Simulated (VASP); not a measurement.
# Os (Fm-3m) in VASP: a series of runs, part 3 of 3

VASP 6.6.1.

**6. Single point, PBE (volume scaled by 1.06)**

Contents of INCAR:

```
SYSTEM = Os
PREC = Accurate
ENCUT = 520
EDIFF = 1E-7
ISMEAR = -1
SIGMA = 0.05
LREAL = .False.
LASPH = .True.
NELM = 100
ALGO = Normal
ISIF = 2
LWAVE = .False.
LCHARG = .False.
GGA = PE
NBANDS = 10
```

Contents of KPOINTS:

```
Automatic mesh
0
Gamma
  12 12 12
  0 0 0
```

Contents of POSCAR:

```
Os
1.0
    0.0000000000      1.9831469396      1.9831469396
    1.9831469396      0.0000000000      1.9831469396
    1.9831469396      1.9831469396      0.0000000000
Os
1
Direct
    0.0000000000      0.0000000000      0.0000000000
```

Potentials or basis: VASP PAW PBE potentials, release 64 (Os).

The run is started by

```
> cat potpaw_PBE.64/Os/POTCAR > POTCAR
> mpirun -np 1 vasp_std > vasp.out
```

OUTCAR:

```text
SYSTEM = Os
   PREC = Accurate
   ENCUT = 520
   EDIFF = 1E-7
   ISMEAR = -1
   LREAL = .False.
   LASPH = .True.
   NELM = 100
   ISIF = 2
   GGA = PE

 ion  position               nearest neighbor table
   1  0.000  0.000  0.000-

  LATTYP: Found a face centered cubic cell.
 ALAT       =     3.9662938792

  Lattice vectors:

 A1 = (   0.0000000000,   1.9831469396,   1.9831469396)
 A2 = (   1.9831469396,   0.0000000000,   1.9831469396)
 A3 = (   1.9831469396,   1.9831469396,   0.0000000000)

Analysis of symmetry for initial positions (statically):
=====================================================================
 Subroutine PRICEL returns:
 Original cell was already a primitive cell.

 Routine SETGRP: Setting up the symmetry group for a
 face centered cubic supercell.

 Subroutine GETGRP returns: Found 48 space group operations
 (whereof 48 operations were pure point group operations)
 out of a pool of 48 trial point group operations.

The static configuration has the point symmetry O_h .

Analysis of symmetry for dynamics (positions and initial velocities):
=====================================================================
 Subroutine PRICEL returns:
 Original cell was already a primitive cell.

 Routine SETGRP: Setting up the symmetry group for a
 face centered cubic supercell.

 Subroutine GETGRP returns: Found 48 space group operations
 (whereof 48 operations were pure point group operations)
 out of a pool of 48 trial point group operations.

The dynamic configuration has the point symmetry O_h .

 Subroutine INISYM returns: Found 48 space group operations
 (whereof 48 operations are pure point group operations),
 and found     1 'primitive' translations

----------------------------------------------------------------------------------------

                                     Primitive cell

  volume of cell :      15.5989
[... 110 lines left out ...]
  Thomas-Fermi vector in A             =   2.440941
   LORBIT       =      0    0 simple, 1 ext, 2 COOP (PROOUT), +10 PAW based schemes
   GGA     = PE    functional components
   LHFCALC =     F    Hartree Fock is set to
   AEXX    =    0.0000 exact exchange contribution
   IVDW    =     0    specifies the selected vdW correction
   LEPSILON=     F    determine dielectric tensor
   LRPA    =     F    only Hartree local field effects (RPA)
 non-spin polarized calculation
  energy-cutoff  :      520.00
  volume of cell :       15.60
 maximum number of plane-waves:       444
 NGX is ok and might be reduce to    24
   NGX = 11   NGY = 11   NGZ = 11

 number of electron       8.0000000 magnetization

 Free energy of the ion-electron system (eV)
  ---------------------------------------------------
  ext. energy  EPLUGINS =         0.00000000
  ---------------------------------------------------
  free energy    TOTEN  =       -11.01264518 eV

  energy without entropy =      -11.00774745  energy(sigma->0) =      -11.01019631

 E-fermi :   7.8465     XC(G=0): -13.4319

 val. band max:        7.8363490414   @ k =  -0.3333   0.4167   0.0833
 cond. band min:       7.8722959974   @ k =  -0.4167   0.5000   0.0833
 fundamental gap:      0.0359469560
 Fermi energy:         7.8464749692

 k-point     1 :       0.0000    0.0000    0.0000
  band No.  band energies     occupation
      1      -2.0794      2.00000
      2       5.2290      2.00000
      3       5.2290      2.00000
      4       5.2290      2.00000
      5       7.8023      1.41544
      6       7.8023      1.41544
      7      22.0666      0.00000
      8      27.2585      0.00000
      9      27.2585      0.00000
     10      27.2585      0.00000
[... 287 lines left out ...]
 k-point    24 :      -0.4167    0.1667    0.0000
  band No.  band energies     occupation
      1       1.9336      2.00000
      2       4.3268      2.00000
      3       5.8454      2.00000
      4       5.8919      2.00000
      5       9.3997      0.00000
      6      12.2603      0.00000
      7      15.4093      0.00000
      8      23.0178      0.00000
      9      25.0195      0.00000
     10      26.8977      0.00000

 [... further k-points ...]

------------------------ aborting loop because EDIFF is reached ----------------------------------------

  FORCE on cell =-STRESS in cart. coord.  units (eV):
  Direction    XX          YY          ZZ          XY          YZ          ZX
  --------------------------------------------------------------------------------------
  -------------------------------------------------------------------------------------
  Total       -2.6907927     -2.6907927     -2.6907927     -0.0000000     -0.0000000      0.0000000
  in kB     -276.3733398   -276.3733398   -276.3733398     -0.0000000     -0.0000000      0.0000000
  external PRESSURE =    -276.3733398 kB  Pullay stress =       0.0000000 kB

 VOLUME and BASIS-vectors are now :
 -----------------------------------------------------------------------------
  energy-cutoff  :      520.00
  volume of cell :       15.60
      direct lattice vectors                 reciprocal lattice vectors
     0.000000000  1.983146940  1.983146940    -0.252124535  0.252124535  0.252124535
     1.983146940  0.000000000  1.983146940     0.252124535 -0.252124535  0.252124535
     1.983146940  1.983146940  0.000000000     0.252124535  0.252124535 -0.252124535

 POSITION                                       TOTAL-FORCE (eV/Angst)
 -----------------------------------------------------------------------------------
      0.00000      0.00000      0.00000        -0.000000      0.000000     -0.000000
 -----------------------------------------------------------------------------------
    total drift:                               -0.000000      0.000000      0.000000

  FREE ENERGIE OF THE ION-ELECTRON SYSTEM (eV)
  ---------------------------------------------------
  free  energy   TOTEN  =       -11.0126451778 eV

  energy  without entropy=      -11.0077474465  energy(sigma->0) =      -11.01019631
```

OSZICAR:

```text
N       E                     dE             d eps       ncg     rms          rms(c)
DAV:   1     0.354660271376E+02    0.35466E+02   -0.42306E+03  1488   0.735E+02
DAV:   2    -0.106670897511E+02   -0.46133E+02   -0.42562E+02  1490   0.197E+02
DAV:   3    -0.117721216466E+02   -0.11050E+01   -0.10999E+01  1690   0.285E+01
DAV:   4    -0.117751478345E+02   -0.30262E-02   -0.30259E-02  1576   0.169E+00
DAV:   5    -0.117751585635E+02   -0.10729E-04   -0.10730E-04  1586   0.913E-02    0.128E+01
DAV:   6    -0.111567019051E+02    0.61846E+00   -0.82748E-01  1688   0.715E+00    0.509E+00
DAV:   7    -0.110164918239E+02    0.14021E+00   -0.42544E-01  1750   0.484E+00    0.321E-01
DAV:   8    -0.110139660890E+02    0.25257E-02   -0.18390E-03  1490   0.327E-01    0.205E-01
DAV:   9    -0.110126515384E+02    0.13146E-02   -0.73804E-04  1552   0.277E-01    0.261E-02
DAV:  10    -0.110126521168E+02   -0.57844E-06   -0.47011E-06  1572   0.167E-02    0.635E-03
DAV:  11    -0.110126452158E+02    0.69010E-05   -0.14807E-06  1560   0.162E-02    0.154E-03
DAV:  12    -0.110126451778E+02    0.38048E-07   -0.52608E-09   844   0.626E-04
   1 F= -.11012645E+02 E0= -.11010196E+02  d E =-.489773E-02
```

stdout:

```text
POSCAR found type information on POSCAR Os
 POSCAR found :  1 types and       1 ions
 scaLAPACK will be used
 LDA part: xc-table for (Slater+PW92), standard interpolation
 POSCAR, INCAR and KPOINTS ok, starting setup
 FFT: planning ... GRIDC
 FFT: planning ... GRID_SOFT
 FFT: planning ... GRID
 WAVECAR not read
 entering main loop
```

Wall time 4.5 s (1 thread of Intel Xeon 6975P-C (Granite Rapids), shared host); peak memory 0.14 GiB.

Results:

| Item | Value |
| --- | --- |
| Free energy | -11.0126 eV |
| Pressure | -27.6 GPa |
| Band gap on the k mesh | none (metal or under the smearing width) |

Levels at points of the mesh, in eV from the Fermi level:
| k point | band 1 | band 2 | band 3 | band 4 | band 5 | band 6 | band 7 | band 8 |
| --- | --- | --- | --- | --- | --- | --- | --- | --- |
| (0.00, 0.00, 0.00) | -9.93 | -2.62 | -2.62 | -2.62 | -0.04 | -0.04 | 14.22 | 19.41 |
| (0.50, 0.00, 0.00) | -6.82 | -2.74 | -2.74 | -0.22 | 1.99 | 1.99 | 7.62 | 13.74 |
| (0.50, 0.50, 0.00) | -6.59 | -5.95 | 1.94 | 2.09 | 2.56 | 2.56 | 10.53 | 11.53 |

Caveat: so large a pressure means that the cell lies far from this level's equilibrium, or that cutoff or potentials fall short. Spin-orbit coupling is left out, which matters for the levels of Os.

**7. Overview**

```tsv
cell	k mesh	smearing	mesh quality	gap on the mesh (eV)	pressure (GPa)
as given	5 × 5 × 5	fermi-dirac 0.03 eV	coarse	none	-11.6
as given	8 × 8 × 8	fermi-dirac 0.03 eV	not flagged	none	-10.0
volume scaled by 0.96	12 × 12 × 12	fermi-dirac 0.05 eV	not flagged	none	5.5
as given	12 × 12 × 12	fermi-dirac 0.05 eV	not flagged	none	-10.3
volume scaled by 1.06	12 × 12 × 12	fermi-dirac 0.05 eV	not flagged	none	-27.6
```

Alike in all rows: task single point; level PBE; potentials or basis VASP PAW PBE potentials, release 64 (Os); no spin polarisation; cutoff (eV) 520.

Caveats: some runs use coarse meshes; so large a pressure means that the cell lies far from this level's equilibrium, or that cutoff or potentials fall short (some runs).

Total energies depend on the potentials used, so only differences within one code and one set of settings carry meaning.
